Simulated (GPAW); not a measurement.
Ir:

```xyz
1
Lattice="0.0000 1.9156 1.9156 1.9156 0.0000 1.9156 1.9156 1.9156 0.0000" Properties=species:S:1:pos:R:3 pbc="T T T"
Ir    0.0000    0.0000    0.0000
```

```yaml
Program: GPAW 26.7.0
Task: relaxation of cell and atoms
Functional: RPBE
Dispersion: D3(BJ)
Potentials_or_basis: the program's PAW data sets (release 1.2.1) made for this functional
Cutoff: 600 eV
Basis: pw
k_mesh: 12 × 12 × 12
Occupations: fermi-dirac, width 0.05 eV
Spin: no spin polarisation
```

At the start: pressure -34.2 GPa; volume 14.06 Å³/atom.

Question: How do energy, volume and symmetry change on relaxing?

Answer: Over 5 steps the energy falls by 127.9 meV/atom and the volume is 12.95 Å³/atom (-7.9 %); space group Fm-3m (No. 225, to 0.05 Å).

The path:
```tsv
step	energy change (eV)	largest force (eV/Å)	pressure (GPa)	volume (Å³)
1	0.0000	0.0000	-34.21	14.06
2	-0.0823	0.0000	25.93	12.36
3	-0.1274	0.0000	-2.65	13.01
4	-0.1279	0.0000	-0.16	12.95
5	-0.1279	0.0000	0.00	12.95
```

Final structure:
```
CELL_PARAMETERS angstrom
0.00000 1.86363 1.86363
1.86363 0.00000 1.86363
1.86363 1.86363 0.00000
ATOMIC_POSITIONS crystal
Ir 0.00000 0.00000 0.00000
```

Caveat: later steps reuse the first step's grids; pairwise dispersion overbinds metals, which lowers pressure and volume.
